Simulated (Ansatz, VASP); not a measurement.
# One calculation of Pd, two programs

Contents of INCAR:

```
PREC = Accurate ; ENCUT = 520
EDIFF = 1E-7 ; ISMEAR = -1
SIGMA = 0.05 ; LREAL = False
LASPH = True ; NELM = 80
ALGO = Fast ; ISIF = 2
LWAVE = False ; LCHARG = False
NBANDS = 11
```

File KPOINTS:

```
Automatic mesh
0
Gamma
  12 12 12
```

File POSCAR:

```
Pd
1.0
   -1.5929712806      1.5929712806      1.5929712806
    1.5929712806     -1.5929712806      1.5929712806
    1.5929712806      1.5929712806     -1.5929712806
Pd
1
Direct
    0.0000000000      0.0000000000      0.0000000000
```

The input input.yaml:

```yaml
crystal:
  lattice:
    - [-1.5929712806, 1.5929712806, 1.5929712806]
    - [1.5929712806, -1.5929712806, 1.5929712806]
    - [1.5929712806, 1.5929712806, -1.5929712806]
  atoms:
    - { symbol: Pd, position: [0.0, 0.0, 0.0] }
kpoints:
  mp_grid: { grid: [12, 12, 12] }
scf:
  occupations: { method: fermi_dirac, width: 0.05 }
hamiltonian:
  xc: lda
  pseudopotentials: { kind: all_electron, lapw: { basis_error: 0.001 } }
output:
  forces: true
  stress: true
  eigenvalues: true
```

Change from the starting cell: volume scaled by 1.04.

Alike in both runs: task single point; functional LDA; k mesh 12 × 12 × 12; occupations fermi-dirac, width 0.05 eV; no spin polarisation.

|  | VASP | Ansatz |
| --- | --- | --- |
| version | VASP 6.6.1 | Ansatz 0.2.0 |
| potentials or method | VASP PAW LDA potentials, release 64 (Pd) | all-electron LAPW, scalar-relativistic |
| plane-wave cutoff (eV) | 520 | see its input |

VASP gave:

| Property | Result |
| --- | --- |
| gap on the k mesh at the Fermi level (eV) | none |
| pressure (GPa) | -19.7 |

Task: Which values does Ansatz return?

Result: gap on the k mesh at the Fermi level (eV): none; pressure (GPa): -20.0.

A gap of «none» marks a metal or a gap that the smearing closes. Ansatz ran all-electron here, so the differences hold the error of VASP's frozen core and of both bases.

Caveats: so large a pressure means that the cell lies far from this level's equilibrium, or that cutoff or potentials fall short (VASP).
